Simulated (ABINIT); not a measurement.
# Ta (Im-3m) in ABINIT: settings compared

One crystal, Ta, is run at these levels: PBE+D3, SCAN, AM05+D4; tasks: equation of state, band structure.

All numbers are computed with ABINIT 10.8.3 (patched build); they aren't measurements. Logs are shortened: lines on timing, memory, paths and dates and some standing lists are left out, and cuts for length are marked. The log counts tension as positive stress, the text compression.

**Experimental background.**

“Pressure effects on the electronic structure and superconductivity of (TaNb)0.67(HfZrTi)0.33 high entropy alloy”, 2019, arxiv:1910.08312 quotes, for a bulk crystal of Ta: bulk modulus 194 GPa.

The runs below are set against these values where they give the same quantity.

## 1. The structure

It takes space group Im-3m (No. 229, cubic). The conventional cell has a = 3.303 Å, b = 3.303 Å, c = 3.303 Å, α = 90.00°, β = 90.00°, γ = 90.00°. Ta (site symmetry m-3m) has 8 Ta at 2.86 Å as nearest neighbours.

## 2. Equation of state, PBE+D3

run.abi reads:

```
ndtset 7
getwfk -1
scalecart1 3*0.9795861087
scalecart2 3*0.9864848297
scalecart3 3*0.9932883884
scalecart4 3*1.0000000000
scalecart5 3*1.0066227096
scalecart6 3*1.0131594038
scalecart7 3*1.0196128224

pp_dirpath "./"
pseudos "Ta.GGA_PBE-JTH.xml"

acell 3*1.0 Angstrom
rprim
    -1.6512800000     1.6512800000     1.6512800000
     1.6512800000    -1.6512800000     1.6512800000
     1.6512800000     1.6512800000    -1.6512800000
ntypat 1
znucl 73
natom 1
typat 1
xred
     0.0000000000     0.0000000000     0.0000000000

ecut 19.0
pawecutdg 38.0

kptopt 1
ngkpt 11 11 11
nshiftk 1
shiftk 0.0 0.0 0.0

ixc 11
vdw_xc 6

nband 11
occopt 3
tsmear 0.00183747

nstep 100
tolvrs 1.0e-9

iomode 3
prtwf 1
prtden 0
prteig 0
prtebands 0
enunit 1
```

Potentials or basis: JTH PAW PBE v2.0.

Started as:

```
$ abinit run.abi > log 2>&1
```

run.abo:

```text
.Version 10.8.3 of ABINIT
 DATASET    1 : space group Im -3 m (#229); Bravais cI (body-center cubic)
================================================================================
 Values of the parameters that define the memory need for DATASET  1.
     intxc =       0    ionmov =       0      iscf =      17    lmnmax =      18
     lnmax =       6     mgfft =      24  mpssoang =       3    mqgrid =    3001
     natom =       1  nloc_mem =       2    nspden =       1   nspinor =       1
    nsppol =       1      nsym =      48    n1xccc =       1    ntypat =       1
    occopt =       3   xclevel =       2
       mpw =         470          nfft =       13824          nkpt =          56
 PAW method is used; the additional fine FFT grid is defined by:
   mgfftf=        30    nfftf =     27000
================================================================================
================================================================================
[... 71 lines left out ...]
 DATASET    7 : space group Im -3 m (#229); Bravais cI (body-center cubic)
================================================================================
 Values of the parameters that define the memory need for DATASET  7.
     intxc =       0    ionmov =       0      iscf =      17    lmnmax =      18
     lnmax =       6     mgfft =      24  mpssoang =       3    mqgrid =    3001
     natom =       1  nloc_mem =       2    nspden =       1   nspinor =       1
    nsppol =       1      nsym =      48    n1xccc =       1    ntypat =       1
    occopt =       3   xclevel =       2
       mpw =         525          nfft =       13824          nkpt =          56
 PAW method is used; the additional fine FFT grid is defined by:
   mgfftf=        32    nfftf =     32768
================================================================================
================================================================================

--------------------------------------------------------------------------------
------------- Echo of variables that govern the present computation ------------
--------------------------------------------------------------------------------
 -outvars: echo values of preprocessed input variables --------
            acell      1.8897261259E+00  1.8897261259E+00  1.8897261259E+00 Bohr
              amu      1.80947900E+02
             ecut      1.90000000E+01 Hartree
           enunit           1
           getwfk          -1
                       outvar_i_n : Printing only first  50 k-points.
              ixc          11
           jdtset        1    2    3    4    5    6    7
                       outvar_i_n : Printing only first  50 k-points.
         kptrlatt       11    0    0      0   11    0      0    0   11
          kptrlen1     5.82392158E+01
          kptrlen2     5.86493646E+01
          kptrlen3     5.90538558E+01
          kptrlen4     5.94528804E+01
          kptrlen5     5.98466196E+01
[... 41 lines left out ...]
                       1.6730098603E+00  1.6730098603E+00 -1.6730098603E+00
            rprim7    -1.6836662614E+00  1.6836662614E+00  1.6836662614E+00
                       1.6836662614E+00 -1.6836662614E+00  1.6836662614E+00
                       1.6836662614E+00  1.6836662614E+00 -1.6836662614E+00
          spgroup         229
           tolvrs      1.00000000E-09
           tsmear      1.83747000E-03 Hartree
            typat      1
           useylm           1
           vdw_xc           6
                       outvars : Printing only first  50 k-points.
            znucl       73.00000

================================================================================

 chkinp: Checking input parameters for consistency, jdtset=   1.

 chkinp: Checking input parameters for consistency, jdtset=   2.
[... 46 lines left out ...]
 getcut: wavevector=  0.0000  0.0000  0.0000  ngfft=  30  30  30
         ecut(hartree)=     38.000   => boxcut(ratio)=   2.04193

--- Pseudopotential description ------------------------------------------------
- pspini: atom type   1  psp file is ./Ta.GGA_PBE-JTH.xml
 Pseudopotential format is: paw10
 basis_size (lnmax)=  6 (lmn_size= 18), orbitals=   0   0   1   1   2   2
 Spheres core radius: rc_sph= 2.41973345
 Shapefunction is SIN type: shapef(r)=[sin(pi*r/rshp)/(pi*r/rshp)]**2
 Radius for shape functions =  2.11065461
 Compensation charge density is not taken into account in XC energy/potential

   9.99818744E+02                                ecore*ucvol(ha*bohr**3)
--------------------------------------------------------------------------------

[... 1204 lines left out ...]
-Cartesian components of stress tensor (GPa)         [Pressure= -1.4300E+01 GPa]
- sigma(1 1)=  1.43003308E+01  sigma(3 2)=  0.00000000E+00
- sigma(2 2)=  1.43003308E+01  sigma(3 1)=  0.00000000E+00
- sigma(3 3)=  1.43003308E+01  sigma(2 1)=  0.00000000E+00

== END DATASET(S) ==============================================================
================================================================================

 -outvars: echo values of variables after computation  --------
            acell      1.8897261259E+00  1.8897261259E+00  1.8897261259E+00 Bohr
           etotal1    -5.8991994680E+01
           etotal2    -5.8992592711E+01
           etotal3    -5.8992795229E+01
           etotal4    -5.8992636659E+01
           etotal5    -5.8992150990E+01
           etotal6    -5.8991379348E+01
           etotal7    -5.8990342445E+01
            fcart1    -0.0000000000E+00 -0.0000000000E+00 -0.0000000000E+00
            fcart2    -0.0000000000E+00 -0.0000000000E+00 -0.0000000000E+00
            fcart3    -0.0000000000E+00 -0.0000000000E+00 -0.0000000000E+00
            fcart4    -0.0000000000E+00 -0.0000000000E+00 -0.0000000000E+00
            fcart5    -0.0000000000E+00 -0.0000000000E+00 -0.0000000000E+00
            fcart6    -0.0000000000E+00 -0.0000000000E+00 -0.0000000000E+00
            fcart7    -0.0000000000E+00 -0.0000000000E+00 -0.0000000000E+00
            rprim1    -1.6175709496E+00  1.6175709496E+00  1.6175709496E+00
                       1.6175709496E+00 -1.6175709496E+00  1.6175709496E+00
                       1.6175709496E+00  1.6175709496E+00 -1.6175709496E+00
[... 17 lines left out ...]
                       1.6836662614E+00  1.6836662614E+00 -1.6836662614E+00
           strten1    -3.2509175449E-04 -3.2509175449E-04 -3.2509175449E-04
                       0.0000000000E+00  0.0000000000E+00  0.0000000000E+00
           strten2    -1.5209023863E-04 -1.5209023863E-04 -1.5209023863E-04
                       0.0000000000E+00  0.0000000000E+00  0.0000000000E+00
           strten3     2.8999243606E-06  2.8999243606E-06  2.8999243606E-06
                       0.0000000000E+00  0.0000000000E+00  0.0000000000E+00
           strten4     1.4387945049E-04  1.4387945049E-04  1.4387945049E-04
                       0.0000000000E+00  0.0000000000E+00  0.0000000000E+00
           strten5     2.6848894599E-04  2.6848894599E-04  2.6848894599E-04
                       0.0000000000E+00  0.0000000000E+00  0.0000000000E+00
           strten6     3.8190038325E-04  3.8190038325E-04  3.8190038325E-04
                       0.0000000000E+00  0.0000000000E+00  0.0000000000E+00
           strten7     4.8605836321E-04  4.8605836321E-04  4.8605836321E-04
                       0.0000000000E+00  0.0000000000E+00  0.0000000000E+00
 Calculation completed.
```

It took 49 s on 1 thread of Intel Xeon at 2.70GHz, shared host; peak memory 0.13 GiB.

What came out:

* Equilibrium volume: 17.66 Å³/atom
* Bulk modulus: 212 GPa
* Pressure derivative of the bulk modulus: 4.2

Energy against volume, from the lowest point:
| volume (Å³/atom) | energy (meV/atom) |
| --- | --- |
| 16.930 | 21.78 |
| 17.290 | 5.51 |
| 17.650 | 0.00 |
| 18.010 | 4.31 |
| 18.371 | 17.53 |
| 18.731 | 38.53 |
| 19.091 | 66.74 |

Caveat: pressures at fixed basis lie under the slope of the energies. Spin-orbit coupling is left out, which matters for the levels of Ta.

## 3. Band structure, SCAN

run.abi reads:

```
# Datasets: ground state, then fixed potential
ndtset 2

# Pseudopotentials
pp_dirpath "./"
pseudos "Ta.GGA_PBE-JTH.xml"

# Structure
acell 3*1.0 Angstrom
rprim
    -1.6512800000     1.6512800000     1.6512800000
     1.6512800000    -1.6512800000     1.6512800000
     1.6512800000     1.6512800000    -1.6512800000
ntypat 1
znucl 73
natom 1
typat 1
xred
     0.0000000000     0.0000000000     0.0000000000

# Plane-wave basis
ecut 23.0
pawecutdg 45.0

# Exchange and correlation
ixc -263267
usekden 1
pawxcdev 0

# Bands and occupations
occopt 3
tsmear 0.00183747

# SCF cycle
nstep 100

# Output
iomode 3
prtwf 0
prteig 0
prtebands 0
enunit 1
prtden1 1
prtkden1 1

# Dataset 1
kptopt1 1
ngkpt1 11 11 11
nshiftk1 1
shiftk1 0.0 0.0 0.0
nband1 11
tolvrs1 1.0e-7

# Dataset 2: bands along G-H-N-G-P-H
iscf2 -2
getden2 1
getkden2 1
nband2 17
nbdbuf2 4
tolwfr2 1.0e-11
kptopt2 -5
ndivsm2 5
prteig2 1
kptbounds2
     0.0000000000     0.0000000000     0.0000000000
     0.5000000000    -0.5000000000     0.5000000000
     0.0000000000     0.0000000000     0.5000000000
     0.0000000000     0.0000000000     0.0000000000
     0.2500000000     0.2500000000     0.2500000000
     0.5000000000    -0.5000000000     0.5000000000
```

Potentials or basis: JTH PAW PBE v2.0.

Started as:

```
$ abinit run.abi > log 2>&1
```

It took 49 s on 1 thread of Intel Xeon at 2.70GHz, shared host; peak memory 0.12 GiB.

Results (log left out):

- Free energy: -498.0568 eV
- Pressure: -5.3 GPa
- Band gap on the k mesh: none (metal or under the smearing width)
- Valence electrons inside the program's atomic spheres: Ta 10.66 (radii [1.2805] Å)

Levels at the corners of the path, in eV from the Fermi level:
```csv
point,band 3,band 4,band 5,band 6,band 7,band 8,band 9,band 10
Γ,-33.40,-33.40,-8.39,0.71,0.71,0.71,4.32,4.32
H,-34.30,-34.30,-3.83,-3.83,7.16,7.16,7.16,8.90
N,-33.82,-33.40,-4.60,-1.64,1.67,4.10,5.24,8.18
Γ,-33.40,-33.40,-8.39,0.71,0.71,0.71,4.32,4.32
P,-34.05,-34.05,-1.28,-1.28,-1.28,5.42,5.42,7.04
H,-34.30,-34.30,-3.83,-3.83,7.16,7.16,7.16,8.90
```

Caveat: totals of a meta-GGA on PAW files have another zero than those of a GGA; the PAW data sets were made with another functional, which shifts forces and pressure a little; spin-orbit coupling is left out, which moves the levels of the heavy elements.

## 4. Equation of state, AM05+D4

run.py reads:

```python
import json, os
import numpy as np
from ase.eos import EquationOfState
from ase.units import GPa
from ase.calculators.mixing import SumCalculator
from dftd4.ase import DFTD4
from ase.calculators.abinit import Abinit, AbinitProfile
from ase import Atoms

atoms = Atoms(['Ta'],
              cell=[[-1.65128, 1.65128, 1.65128], [1.65128, -1.65128, 1.65128], [1.65128, 1.65128, -1.65128]],
              scaled_positions=[[0.0, 0.0, 0.0]],
              pbc=True)

profile = AbinitProfile(command='abinit', pp_paths=[os.path.abspath('pseudos')])
params = dict(
    pps='pawxml', xc='PBE',
    ecut=517.0163,
    pawecutdg=1034.0327,
    kptopt=1,
    ngkpt=[11, 11, 11],
    nshiftk=1,
    shiftk=[0.0, 0.0, 0.0],
    ixc=-120135,
    nband=11,
    occopt=3,
    tsmear=0.05,
    nstep=100,
    tolvrs=1e-09,
    prtwf=0,
    prtden=0,
)

cell0 = atoms.cell.copy()
volumes, energies = [], []
for i, x in enumerate([0.94, 0.96, 0.98, 1.0, 1.02, 1.04, 1.06]):
    atoms.set_cell(cell0 * x ** (1 / 3), scale_atoms=True)
    atoms.calc = SumCalculator([Abinit(profile=profile, directory=f'v{i}', **params), DFTD4(method='am05')])
    volumes.append(atoms.get_volume() / len(atoms))
    dft, disp = atoms.calc.mixer.calcs
    energies.append((dft.get_property('free_energy', atoms) + disp.get_property('energy', atoms)) / len(atoms))
    print(f'{x:5.2f} {volumes[-1]:10.5f} A^3/atom {energies[-1]:14.6f} eV/atom', flush=True)
    json.dump(dict(volumes=volumes, energies=energies), open('results.json', 'w'))
v0, e0, b0 = EquationOfState(volumes, energies, eos='murnaghan').fit()
print(f'V0 {v0:.4f} A^3/atom  E0 {e0:.6f} eV/atom  B0 {b0 / GPa:.2f} GPa')
```

Started as:

```
$ python run.py
```

Wall time 87 s (1 thread of Intel Xeon Platinum 8488C (Sapphire Rapids), shared host); peak memory 0.1 GiB.

It converged, with:

| Item | Value |
| --- | --- |
| Equilibrium volume | 17.45 Å³/atom |
| Bulk modulus | 224 GPa |
| Pressure derivative of the bulk modulus | 5.5 (rough: it moves with the points fitted) |

Energy against volume, from the lowest point:
```
volume (Å³/atom)  energy (meV/atom)
          16.930              10.26
          17.290               0.00
          17.650               0.12
          18.010              10.56
          18.371              29.10
          18.731              55.27
          19.091              87.58
```

Caveat: pressures at fixed basis lie under the slope of the energies; the log and the count of SCF iterations are those of the last ABINIT call alone; the PAW data sets were made with another functional, which shifts forces and pressure a little. Spin-orbit coupling is left out, which matters for the levels of Ta.

## 5. The runs side by side

| task | level | cutoff (eV) | fine-grid cutoff | dispersion computed by | V0 of scaled cells (Å³/atom) | B0 (GPa) |
| --- | --- | --- | --- | --- | --- | --- |
| equation of state | PBE+D3 | 517 | 1034.03 eV | - | 17.66 | 212 |
| band structure | SCAN | 626 | 1224.51 eV | - | - | - |
| equation of state | AM05+D4 | 517 | 1034.03 eV | dftd4 4.3.1 | 17.45 | 224 |

Alike in all rows: potentials or basis JTH PAW PBE v2.0; no spin polarisation; cell as given; k mesh 11 × 11 × 11; smearing fermi-dirac 0.05 eV.

Caveats: pressures at fixed basis lie under the slope of the energies (some runs); the PAW data sets were made with another functional, which shifts forces and pressure a little (some runs); totals of a meta-GGA on PAW files have another zero than those of a GGA (some runs); spin-orbit coupling is left out, which moves the levels of the heavy elements (some runs).

Absolute energies hang on the potentials; compare differences alone.

## 6. How close it comes

Step 2. Against the measured bulk modulus of Ta, 194 GPa (quoted in “Pressure effects on the electronic structure and superconductivity of (TaNb)0.67(HfZrTi)0.33 high entropy alloy”, 2019, arxiv:1910.08312), the calculated 212 GPa is off by +9.4 %. The fit is for a static lattice scaled at fixed shape and fixed fractional positions.

Step 4. A measured bulk modulus of Ta is 194 GPa (quoted in “Pressure effects on the electronic structure and superconductivity of (TaNb)0.67(HfZrTi)0.33 high entropy alloy”, 2019, arxiv:1910.08312); the calculated 224 GPa misses it by +15.5 %. The fit is for a static lattice scaled at fixed shape and fixed fractional positions.
